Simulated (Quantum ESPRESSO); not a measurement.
Re:

```
Re
1.0
     2.76080    0.00000    0.00000
    -1.38040    2.39092    0.00000
     0.00000    0.00000    4.45820
Re
2
Direct
  0.66667 0.33333 0.75000
  0.33333 0.66667 0.25000
```

Program: Quantum ESPRESSO 7.5. Alike in all runs: task band structure; cell as given; k mesh 11 × 11 × 6; cutoff (eV) 980; smearing fermi-dirac 0.05 eV.

Q: Order these runs on this cell by their pressure, lowest first.
A. level LDA; potentials or basis PseudoDojo 0.4.1 SR LDA standard; spin off; form of the LDA correlation PW92
B. level PBEsol; potentials or basis PseudoDojo 0.4.1 SR PBEsol standard; spin off
C. level PBE; potentials or basis PseudoDojo 0.4 FR PBE standard; spin SOC, no magnetisation

A: A (-10.8 GPa), B (-4.3 GPa), C (7.3 GPa).
